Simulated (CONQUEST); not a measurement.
Runs of CONQUEST 1.3 on PbS. It takes space group R3m (No. 160, trigonal). Conventional cell: a = 4.225 Å, b = 4.225 Å, c = 10.356 Å, α = 90.00°, β = 90.00°, γ = 120.00°. Pb (site symmetry 3m) is surrounded by 6 S at 2.96 to 3.02 Å. S (site symmetry 3m) is surrounded by 6 Pb at 2.96 to 3.02 Å. The cell is a database's computed one.

| task | level | potentials or basis | spin | fixed moment (μB) | cell | k mesh | smearing | other keys | mesh quality | gap on the mesh (eV) | pressure (GPa) | largest force (eV/Å) |
| --- | --- | --- | --- | --- | --- | --- | --- | --- | --- | --- | --- | --- |
| density of states | SOGGA | PseudoDojo NC PBEsol, SZP, grid cutoff 80 Ha | off | - | atoms moved at random, drawn with an rms of 0.05 Å | 5 × 3 × 2 | fermi-dirac 0.05 eV | - | not flagged | 0.60 | - | - |
| single point | PBEint | PseudoDojo NC PBEsol, DZP, grid cutoff 80 Ha | off | - | as given | 4 × 3 × 2 | fermi-dirac 0.027 eV | - | not flagged | - | (a) | 0.02 |
| density of states | RPBE | PseudoDojo NC PBEsol, DZP, grid cutoff 100 Ha | off | - | edges of the box strained at random at fixed volume | 5 × 3 × 2 | fermi-dirac 0.05 eV | - | not flagged | 0.62 | - | - |
| single point | PBE | PseudoDojo NC LDA, SZP, grid cutoff 120 Ha | off | - | atoms moved at random, drawn with an rms of 0.1 Å | 5 × 3 × 2 | methfessel-paxton of order 1 0.05 eV | - | not flagged | 0.71 | 1.4 | 0.06 |
| single point | LDA | PseudoDojo NC LDA, SZP, grid cutoff 100 Ha | collinear, ferromagnetic start | 3 | edges of the box strained at random at fixed volume | 6 × 3 × 3 | methfessel-paxton of order 1 0.003 eV | General.NeutralAtom = F | not flagged | - | -2.6 | 0.08 |

Task: Estimate the missing entries.

Result: (a) -0.8.

Caveats: the basis of atomic orbitals isn't converged, which shifts pressures, moduli and gaps; the potentials were made for another functional, which shifts forces and pressure (some runs); the atomic basis is small (some runs); spin-orbit coupling is left out, which as a rule narrows the gap of such compounds by several tenths of an eV (some runs); an odd mesh through Γ misses points on the zone boundary, where band edges often lie (some runs); the total moment is fixed, so each spin has its own Fermi level (some runs).

A k mesh can miss the band edges, and the runs leave out spin-orbit coupling on Pb.
